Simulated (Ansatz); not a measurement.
Cu:

```
Cu
1.0
     0.00000    1.80750    1.80750
     1.80750    0.00000    1.80750
     1.80750    1.80750    0.00000
Cu
1
Direct
  0.00000 0.00000 0.00000
```

* Program: Ansatz 0.2.0
* Task: relaxation of cell and atoms
* Functional: r2SCAN
* Dispersion: D3(BJ)-ATM
* Potentials or basis: Ansatz PAW
* Cutoff: 500 eV (not typed: the program's choice for these potentials)
* k mesh: 13 × 13 × 13
* Occupations: fermi-dirac, width 0.05 eV
* Spin: no spin polarisation

At the start: volume 11.81 Å³/atom.

Where does the relaxation end?

It ends after 5 steps and the volume is 11.30 Å³/atom (-4.3 %); space group Fm-3m (No. 225, to 0.05 Å).

Step by step:
```tsv
step	energy change (eV)	largest force (eV/Å)	volume (Å³)
1	0.0000	0.0000	11.81
2	-0.0088	0.0000	11.54
3	-0.0114	0.0000	11.28
4	-0.0114	0.0000	11.30
5	-0.0112	0.0000	11.30
```

Final structure:
```
Cu
1.0
     0.00000    1.78126    1.78126
     1.78126    0.00000    1.78126
     1.78126    1.78126    0.00000
Cu
1
Direct
  0.00000 0.00000 0.00000
```

Caveat: the plane-wave basis is chosen anew once the cell has moved, so the energies of steps on either side of that aren't comparable; pairwise dispersion overbinds metals, which lowers pressure and volume; the PAW data sets come from PBE, with cores solved anew for the run's functional, which leaves a small shift of forces and pressure.
